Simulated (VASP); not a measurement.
The system is GaP.

```xyz
2
Lattice="3.1864 0.0000 0.0000 0.0000 3.1864 0.0000 0.0000 0.0000 3.1864" Properties=species:S:1:pos:R:3 pbc="T T T"
Ga    0.0000    0.0000    0.0000
P     1.5932    1.5932    1.5932
```

The cell was built by a generator and needn't be a form met in nature.

Base run:

```yaml
Program: VASP 6.6.1
Functional: PBEsol
Potentials_or_basis: VASP PAW PBE potentials, release 64 (Ga_d, P)
Cutoff: 520 eV
k_mesh: 6 × 6 × 6
Occupations: fermi-dirac, width 0.02 eV
Spin: no spin polarisation
```

Its results: band gap on the k mesh none (metal or under the smearing width); pressure -1.0 GPa.

Question: The run is repeated on the same cell with these changes: k mesh from 6 × 6 × 6 to 3 × 3 × 3; further incar settings from ALGO = Fast; EDIFF = 1e-07; NBANDS = 16 to ALGO = Fast; EDIFF = 1e-06; NBANDS = 16. What comes out?

Answer: Band gap on the k mesh none (metal or under the smearing width); pressure 5.4 GPa.

Caveats: some runs use coarse meshes; the PAW data sets were made with another functional, which shifts forces and pressure a little.
